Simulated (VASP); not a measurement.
# CdSe (Pm-3m) in VASP: a series of runs

The runs below take CdSe through relaxation of cell and atoms, with PBE.

Everything below comes from runs of VASP 6.6.1. Logs are shortened: lines on timing, memory, paths and dates and some standing lists are left out, and cuts for length are marked.

## Step 1: Starting point

Symmetry: Pm-3m, No. 221, cubic system. Conventional cell: a = 3.557 Å, b = 3.557 Å, c = 3.557 Å, α = 90.00°, β = 90.00°, γ = 90.00°. Around Cd (site symmetry m-3m) lie 8 Se at 3.08 Å. Around Se (site symmetry m-3m) lie 8 Cd at 3.08 Å.

The cell was built by a generator and needn't be a form met in nature.

## Step 2: Relaxation of cell and atoms, PBE, target pressure 2 GPa, at which the enthalpy is minimised

INCAR

```
  PREC = Accurate
  ENCUT = 600
  EDIFF = 1E-6
  ISMEAR = -1
  SIGMA = 0.05
  LREAL = False
  LASPH = True
  NELM = 80
  ALGO = Fast
  ISIF = 3
  LWAVE = False
  LCHARG = False
  GGA = PE
  IBRION = 2
  NSW = 60
  EDIFFG = -0.01
  PSTRESS = 20
```

KPOINTS

```
regular mesh
0
Gamma
  8 8 8
```

POSCAR

```
CdSe
1.0
    3.5568600000      0.0000000000      0.0000000000
    0.0000000000      3.5568600000      0.0000000000
    0.0000000000      0.0000000000      3.5568600000
Cd Se
1 1
Direct
    0.5000000000      0.5000000000      0.5000000000
    0.0000000000      0.0000000000      0.0000000000
```

Potentials or basis: VASP PAW PBE potentials, release 64 (Cd, Se).

On the command line:

```console
> cat potpaw_PBE.64/Cd/POTCAR potpaw_PBE.64/Se/POTCAR > POTCAR
> mpirun -np 1 vasp_std > vasp.out
```

OUTCAR:

```text
PREC = Accurate
   ENCUT = 600
   EDIFF = 1E-6
   ISMEAR = -1
   LREAL = False
   LASPH = True
   NELM = 80
   ISIF = 3
   GGA = PE
   IBRION = 2
   NSW = 60
   EDIFFG = -0.01
   PSTRESS = 20

 ion  position               nearest neighbor table
   1  0.500  0.500  0.500-   2 3.08   2 3.08   2 3.08   2 3.08   2 3.08   2 3.08   2 3.08   2 3.08

   2  0.000  0.000  0.000-   1 3.08   1 3.08   1 3.08   1 3.08   1 3.08   1 3.08   1 3.08   1 3.08

  LATTYP: Found a simple cubic cell.
 ALAT       =     3.5568600000

  Lattice vectors:

 A1 = (   3.5568600000,   0.0000000000,   0.0000000000)
 A2 = (   0.0000000000,   3.5568600000,   0.0000000000)
 A3 = (   0.0000000000,   0.0000000000,   3.5568600000)

Analysis of symmetry for initial positions (statically):
=====================================================================
 Subroutine PRICEL returns:
 Original cell was already a primitive cell.

 Routine SETGRP: Setting up the symmetry group for a
 simple cubic supercell.

 Subroutine GETGRP returns: Found 48 space group operations
 (whereof 48 operations were pure point group operations)
 out of a pool of 48 trial point group operations.

The static configuration has the point symmetry O_h .

Analysis of symmetry for dynamics (positions and initial velocities):
=====================================================================
 Subroutine PRICEL returns:
 Original cell was already a primitive cell.

 Routine SETGRP: Setting up the symmetry group for a
 simple cubic supercell.

 Subroutine GETGRP returns: Found 48 space group operations
 (whereof 48 operations were pure point group operations)
 out of a pool of 48 trial point group operations.

The dynamic configuration has the point symmetry O_h .

 Subroutine INISYM returns: Found 48 space group operations
 (whereof 48 operations are pure point group operations),
 and found     1 'primitive' translations

----------------------------------------------------------------------------------------

                                     Primitive cell

  volume of cell :      44.9987

  direct lattice vectors                    reciprocal lattice vectors
     3.556860000  0.000000000  0.000000000     0.281146854  0.000000000  0.000000000
     0.000000000  3.556860000  0.000000000     0.000000000  0.281146854  0.000000000
     0.000000000  0.000000000  3.556860000     0.000000000  0.000000000  0.281146854

  length of vectors
     3.556860000  3.556860000  3.556860000     0.281146854  0.281146854  0.281146854

  position of ions in fractional coordinates (direct lattice)
     0.500000000  0.500000000  0.500000000
     0.000000000  0.000000000  0.000000000

  ion indices of the primitive-cell ions
   primitive index   ion index
                 1           1
                 2           2

----------------------------------------------------------------------------------------

 KPOINTS: regular mesh

Automatic generation of k-mesh.
 Grid dimensions read from file:
 generate k-points for:    8    8    8

 Generating k-lattice:

  Cartesian coordinates                     Fractional coordinates (reciprocal lattice)
     0.035143357  0.000000000  0.000000000     0.125000000  0.000000000  0.000000000
     0.000000000  0.035143357  0.000000000     0.000000000  0.125000000  0.000000000
     0.000000000  0.000000000  0.035143357     0.000000000  0.000000000  0.125000000

  Length of vectors
     0.035143357  0.035143357  0.035143357

  Shift w.r.t. Gamma in fractional coordinates (k-lattice)
     0.000000000  0.000000000  0.000000000

 Subroutine IBZKPT returns following result:
 ===========================================

 Found     35 irreducible k-points:

 Following reciprocal coordinates:
            Coordinates               Weight
  0.000000  0.000000  0.000000      1.000000
  0.125000  0.000000  0.000000      6.000000
  0.250000  0.000000  0.000000      6.000000
  0.375000  0.000000  0.000000      6.000000
  0.500000  0.000000  0.000000      3.000000
  0.125000  0.125000  0.000000     12.000000
[... 16 lines left out ...]
  0.375000  0.375000  0.125000     24.000000
  0.500000  0.375000  0.125000     24.000000
 [... further k-points ...]
   k-points           NKPTS =     35   k-points in BZ     NKDIM =     35   number of bands    NBANDS=     13
   number of dos      NEDOS =    301   number of ions     NIONS =      2
   total plane-waves  NPLWV =  21952
   dimension x,y,z NGX =    28 NGY =   28 NGZ =   28
   dimension x,y,z NGXF=    56 NGYF=   56 NGZF=   56
   ions per type =               1   1
   NGX,Y,Z   is equivalent  to a cutoff of  13.09, 13.09, 13.09 a.u.
   NGXF,Y,Z  is equivalent  to a cutoff of  26.17, 26.17, 26.17 a.u.
 SYSTEM =  unknown system
   PREC   = accura    normal or accurate (medium, high low for compatibility)
   ISTART =      0    job   : 0-new  1-cont  2-samecut
   ICHARG =      2    charge: 1-file 2-atom 10-const
   ISPIN  =      1    spin polarized calculation?
   LNONCOLLINEAR =      F non collinear calculations
   LSORBIT =      F    spin-orbit coupling
   LASPH  =      T    aspherical Exc in radial PAW
   ENCUT  =  600.0 eV  44.10 Ry    6.64 a.u.   7.10  7.10  7.10*2*pi/ulx,y,z
   NELM   =     80;   NELMIN=  2; NELMDL= -5     # of ELM steps
   EDIFF  = 0.1E-05   stopping-criterion for ELM
   LREAL  =      F    real-space projection
   EDIFFG = -.1E-01   stopping-criterion for IOM
   NSW    =     60    number of steps for IOM
   IBRION =      2    ionic relax: 0-MD 1-quasi-New 2-CG
   NFREE  =      1    steps in history (QN), initial steepest desc. (CG)
   ISIF   =      3    stress and relaxation
   ISYM   =      2    0-nonsym 1-usesym 2-fastsym
   POTIM  = 0.5000    time-step for ionic-motion
   TEBEG  =    0.0;   TEEND  =   0.0 temperature during run
   PSTRESS=   20.0 pullay stress
   NELECT =      18.0000    total number of electrons
   NUPDOWN=      -1.0000    fix difference up-down
   EMIN   =  10.00;   EMAX   =-10.00  energy-range for DOS
   EFERMI =   0.00;   METHOD = LEGACY
   ISMEAR =    -1;   SIGMA  =   0.05  broadening in eV -4-tet -1-fermi 0-gaus
   EFERMI_NEDOS =   21; number of points for ismear=-14 and -15
   IALGO  =     68    algorithm
   IMIX   =      4    mixing-type and parameters
     AMIX     =   0.40;   BMIX     =  1.00
     AMIX_MAG =   1.60;   BMIX_MAG =  1.00
  volume/ion in A,a.u.               =      22.50       151.83
  Fermi-wavevector in a.u.,A,eV,Ry     =   1.206236  2.279455 19.796543  1.455005
  Thomas-Fermi vector in A             =   2.341909
   LORBIT       =      0    0 simple, 1 ext, 2 COOP (PROOUT), +10 PAW based schemes
   GGA     = PE    functional components
   LHFCALC =     F    Hartree Fock is set to
   AEXX    =    0.0000 exact exchange contribution
   IVDW    =     0    specifies the selected vdW correction
   LEPSILON=     F    determine dielectric tensor
   LRPA    =     F    only Hartree local field effects (RPA)
 conjugate gradient relaxation of ions
 non-spin polarized calculation
 RMM-DIIS sequential band-by-band and
  energy-cutoff  :      600.00
  volume of cell :       45.00
 maximum number of plane-waves:      1516
   NGX = 15   NGY = 15   NGZ = 15

--------------------------------------- Ionic step        1  -------------------------------------------

 number of electron      17.9999988 magnetization

 Free energy of the ion-electron system (eV)
  ---------------------------------------------------
  ext. energy  EPLUGINS =         0.00000000
  ---------------------------------------------------
  free energy    TOTEN  =        -4.30788102 eV

  energy without entropy =       -4.29404513  energy(sigma->0) =       -4.30096308

------------------------ aborting loop because EDIFF is reached ----------------------------------------

  FORCE on cell =-STRESS in cart. coord.  units (eV):
  Direction    XX          YY          ZZ          XY          YZ          ZX
  --------------------------------------------------------------------------------------
  -------------------------------------------------------------------------------------
  Total        0.0672881      0.0672881      0.0672881     -0.0000000      0.0000000      0.0000000
  in kB        2.3957901      2.3957901      2.3957901     -0.0000000      0.0000000      0.0000000
  external PRESSURE =     -17.6042099 kB  Pullay stress =      20.0000000 kB

 VOLUME and BASIS-vectors are now :
 -----------------------------------------------------------------------------
  energy-cutoff  :      600.00
  volume of cell :       45.00
      direct lattice vectors                 reciprocal lattice vectors
     3.556860000  0.000000000  0.000000000     0.281146854  0.000000000  0.000000000
     0.000000000  3.556860000  0.000000000     0.000000000  0.281146854  0.000000000
     0.000000000  0.000000000  3.556860000     0.000000000  0.000000000  0.281146854
[... 46 lines left out ...]
  FREE ENERGIE OF THE ION-ELECTRON SYSTEM (eV)
  ---------------------------------------------------
  free  energy   TOTEN  =        -4.2945816494 eV

  energy  without entropy=       -4.2807571642  energy(sigma->0) =       -4.28766941

  enthalpy is  TOTEN    =        -3.7527209121 eV   P V=        0.5418607374

--------------------------------------- Ionic step        3  -------------------------------------------

 number of electron      17.9999999 magnetization

 Free energy of the ion-electron system (eV)
  ---------------------------------------------------
  ext. energy  EPLUGINS =         0.00000000
  ---------------------------------------------------
  free energy    TOTEN  =        -4.29926765 eV

  energy without entropy =       -4.28541044  energy(sigma->0) =       -4.29233904

 E-fermi :   3.5207     XC(G=0): -10.5471

 val. band max:        3.5206553131   @ k =   0.1250   0.0000   0.0000
 cond. band min:       3.5355935098   @ k =   0.3750   0.2500   0.0000
 fundamental gap:      0.0149381967
 Fermi energy:         3.5207413315

 k-point     1 :       0.0000    0.0000    0.0000
  band No.  band energies     occupation
      1     -10.2402      2.00000
      2      -5.2715      2.00000
      3      -5.2715      2.00000
      4      -4.8235      2.00000
      5      -4.8235      2.00000
      6      -4.8235      2.00000
      7       2.0095      2.00000
      8       2.3183      2.00000
      9       2.3183      2.00000
     10       2.3183      2.00000
     11       9.6373      0.00000
     12       9.6373      0.00000
     13      14.3418      0.00000

 k-point     2 :       0.1250    0.0000    0.0000
  band No.  band energies     occupation
      1     -10.1295      2.00000
      2      -5.2642      2.00000
      3      -5.2331      2.00000
      4      -4.8574      2.00000
      5      -4.8574      2.00000
      6      -4.8207      2.00000
      7       0.5114      2.00000
      8       2.4758      2.00000
      9       2.4758      2.00000
     10       3.5207      1.00086
     11       9.7308      0.00000
[... 339 lines left out ...]
 k-point    24 :       0.5000    0.3750    0.1250
  band No.  band energies     occupation
      1      -8.8740      2.00000
      2      -5.0661      2.00000
      3      -5.0548      2.00000
      4      -5.0024      2.00000
      5      -4.7170      2.00000
      6      -4.7089      2.00000
      7      -1.1921      2.00000
      8      -0.2902      2.00000
      9       3.0271      1.99990
     10       3.1512      1.99877
     11       9.0455      0.00000
     12       9.3520      0.00000
     13      12.4296      0.00000

 [... further k-points ...]

------------------------ aborting loop because EDIFF is reached ----------------------------------------

  FORCE on cell =-STRESS in cart. coord.  units (eV):
  Direction    XX          YY          ZZ          XY          YZ          ZX
  --------------------------------------------------------------------------------------
  -------------------------------------------------------------------------------------
  Total        0.5636938      0.5636938      0.5636938      0.0000000     -0.0000000     -0.0000000
  in kB       20.6479809     20.6479809     20.6479809      0.0000000     -0.0000000     -0.0000000
  external PRESSURE =       0.6479809 kB  Pullay stress =      20.0000000 kB

 VOLUME and BASIS-vectors are now :
 -----------------------------------------------------------------------------
  energy-cutoff  :      600.00
  volume of cell :       43.74
      direct lattice vectors                 reciprocal lattice vectors
     3.523373955  0.000000000  0.000000000     0.283818866  0.000000000  0.000000000
    -0.000000000  3.523373955  0.000000000    -0.000000000  0.283818866 -0.000000000
    -0.000000000  0.000000000  3.523373955    -0.000000000 -0.000000000  0.283818866

 POSITION                                       TOTAL-FORCE (eV/Angst)
 -----------------------------------------------------------------------------------
      1.76169      1.76169      1.76169        -0.000000      0.000000      0.000000
      0.00000      0.00000      0.00000         0.000000     -0.000000      0.000000
 -----------------------------------------------------------------------------------
    total drift:                                0.000000      0.000000      0.000000

  FREE ENERGIE OF THE ION-ELECTRON SYSTEM (eV)
  ---------------------------------------------------
  free  energy   TOTEN  =        -4.2992676460 eV

  energy  without entropy=       -4.2854104350  energy(sigma->0) =       -4.29233904

  enthalpy is  TOTEN    =        -3.7532638873 eV   P V=        0.5460037587

 reached required accuracy - stopping structural energy minimisation
```

Run time: 23 s. Hardware: 1 thread of Intel Xeon Platinum 8488C (Sapphire Rapids), shared host; peak memory 0.17 GiB.

Results:

```
Free energy                                            : -4.2993 eV
Relaxed volume                                         : 21.87 Å³/atom
Relaxed cell                                           : a = 3.523 Å, b = 3.523 Å, c = 3.523 Å, α = 90.00°, β = 90.00°, γ = 90.00°
Space group after relaxing (to 0.05 Å)                 : Pm-3m (No. 221)
Energy change on relaxing (the enthalpy is what falls) : +4.3 meV/atom
Ionic steps                                            : 3
Pressure after relaxing                                : 2.1 GPa
Band gap on the k mesh                                 : none (metal or under the smearing width)
```

The path:
```csv
step,energy change (eV),largest force (eV/Å),pressure (GPa),volume (Å³)
1,0.0000,0.0000,0.24,45.00
2,0.0133,0.0000,2.51,43.41
3,0.0086,0.0000,2.06,43.74
```

Final structure:
```
Cd Se
1.0
     3.52337    0.00000    0.00000
     0.00000    3.52337    0.00000
     0.00000    0.00000    3.52337
Cd Se
1 1
Direct
  0.50000 0.50000 0.50000
  0.00000 0.00000 0.00000
```

Caveat: the cell is relaxed towards a set pressure, so the enthalpy falls and the energy may rise.

## Step 3: Relaxation of cell and atoms, PBE, target pressure 5 GPa, at which the enthalpy is minimised

Changes to INCAR since step 2:

```diff
@@ -16,2 +16,2 @@
   EDIFFG = -0.01
-  PSTRESS = 20
+  PSTRESS = 50
```

KPOINTS is that of step 2.

POSCAR is that of step 2.

Potentials or basis: VASP PAW PBE potentials, release 64 (Cd, Se).

On the command line:

```console
> cat potpaw_PBE.64/Cd/POTCAR potpaw_PBE.64/Se/POTCAR > POTCAR
> mpirun -np 1 vasp_std > vasp.out
```

Run time: 26 s. Hardware: 1 thread of Intel Xeon Platinum 8488C (Sapphire Rapids), shared host; peak memory 0.18 GiB.

It converged, with:

```yaml
Free_energy: -4.2615 eV
Relaxed_volume: 20.99 Å³/atom
Relaxed_cell: a = 3.476 Å, b = 3.476 Å, c = 3.476 Å, α = 90.00°, β = 90.00°, γ = 90.00°
Space_group_after_relaxing_to_0.05_Å: Pm-3m (No. 221)
Energy_change_on_relaxing_the_enthalpy_is_what_falls: +23.2 meV/atom
Ionic_steps: 3
Pressure_after_relaxing: 5.0 GPa
Band_gap_on_the_k_mesh: none (metal or under the smearing width)
```

Step by step:
```tsv
step	energy change (eV)	largest force (eV/Å)	pressure (GPa)	volume (Å³)
1	0.0000	0.0000	0.24	45.00
2	0.0929	0.0000	7.49	40.78
3	0.0464	0.0000	5.02	41.99
```

Final structure:
```cif
data_structure
_symmetry_space_group_name_H-M 'P 1'
_symmetry_Int_Tables_number 1
_cell_length_a 3.4756
_cell_length_b 3.4756
_cell_length_c 3.4756
_cell_angle_alpha 90.000
_cell_angle_beta 90.000
_cell_angle_gamma 90.000
_cell_volume 41.99
loop_
_atom_site_label
_atom_site_type_symbol
_atom_site_fract_x
_atom_site_fract_y
_atom_site_fract_z
_atom_site_occupancy
Cd1 Cd 0.50000 0.50000 0.50000 1
Se1 Se 0.00000 0.00000 0.00000 1
```

Levels at points of the mesh, in eV from the Fermi level:
```tsv
k point	band 5	band 6	band 7	band 8	band 9	band 10	band 11	band 12	band 13
(0.00, 0.00, 0.00)	-8.40	-8.40	-1.39	-1.29	-1.29	-1.29	6.08	6.08	11.18
(0.50, 0.00, 0.00)	-8.65	-8.38	-6.28	0.10	0.10	2.86	4.33	6.69	6.69
(0.50, 0.50, 0.00)	-8.21	-8.10	-4.77	-4.77	-1.53	0.21	7.44	7.44	8.29
(0.50, 0.50, 0.50)	-8.20	-8.20	-2.30	-2.30	-2.30	1.27	1.27	1.27	1.89
```

Caveat: the cell is relaxed towards a set pressure, so the enthalpy falls and the energy may rise.

## Step 4: For comparison

An earlier run on the cell as given: functional PBE; potentials or basis VASP PAW PBE potentials, release 64 (Cd, Se); cutoff 520 eV; k mesh 8 × 8 × 8; occupations fermi-dirac, width 0.05 eV; no spin polarisation.

* Pressure: 0.3 GPa
* Band gap on the k mesh: none (metal or under the smearing width)

## Step 5: The runs side by side

```tsv
task	cell	cutoff (eV)	target pressure	gap on the mesh (eV)	pressure (GPa)
relaxation of cell and atoms	relaxed to 2 GPa	600	2 GPa	none	2.1
relaxation of cell and atoms	relaxed to 5 GPa	600	5 GPa	none	5.0
single point	as given	520	-	none	0.3
```

Alike in all rows: level PBE; potentials or basis VASP PAW PBE potentials, release 64 (Cd, Se); no spin polarisation; k mesh 8 × 8 × 8; smearing fermi-dirac 0.05 eV.

Caveats: the cell is relaxed towards a set pressure, so the enthalpy falls and the energy may rise (some runs).

Total energies depend on the potentials used, so only differences within one code and one set of settings carry meaning.
